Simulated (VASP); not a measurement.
Li:

```xyz
2
Lattice="0.0000 3.0784 3.0784 3.0784 0.0000 3.0784 3.0784 3.0784 0.0000" Properties=species:S:1:pos:R:3 pbc="T T T"
Li    0.7696    0.7696    0.7696
Li    5.3872    5.3872    5.3872
```

The cell was built by a generator and needn't be a form met in nature.

* Program: VASP 6.6.1
* Task: relaxation of cell and atoms
* Functional: RPBE
* Potentials or basis: VASP PAW PBE potentials, release 64 (Li_sv)
* Cutoff: 600 eV
* k mesh: 9 × 9 × 9
* Occupations: fermi-dirac, width 0.1 eV
* Spin: no spin polarisation

At the start: pressure -0.5 GPa; volume 29.17 Å³/atom.

Question: How do energy, volume and symmetry change on relaxing?

Answer: Over 5 steps the energy falls by 4.6 meV/atom and the volume is 26.27 Å³/atom (-10.0 %); space group Fd-3m (No. 227, to 0.05 Å).

Step by step:
```tsv
step	energy change (eV)	largest force (eV/Å)	pressure (GPa)	volume (Å³)
1	0.0000	0.0000	-0.46	58.34
2	-0.0020	0.0000	-0.42	57.63
3	-0.0065	0.0000	-0.28	55.54
4	-0.0089	0.0000	0.11	51.50
5	-0.0092	0.0000	0.00	52.54
```

Final structure:
```cif
data_structure
_symmetry_space_group_name_H-M 'P 1'
_symmetry_Int_Tables_number 1
_cell_length_a 4.2040
_cell_length_b 4.2040
_cell_length_c 4.2040
_cell_angle_alpha 60.000
_cell_angle_beta 60.000
_cell_angle_gamma 60.000
_cell_volume 52.54
loop_
_atom_site_label
_atom_site_type_symbol
_atom_site_fract_x
_atom_site_fract_y
_atom_site_fract_z
_atom_site_occupancy
Li1 Li 0.12500 0.12500 0.12500 1
Li2 Li 0.87500 0.87500 0.87500 1
```

Caveat: the cutoff is under 1.25 times the usual one of these potentials, so pressure, stress and relaxed cells hold a basis-set (Pulay) error; the PAW data sets were made with another functional, which shifts forces and pressure a little.
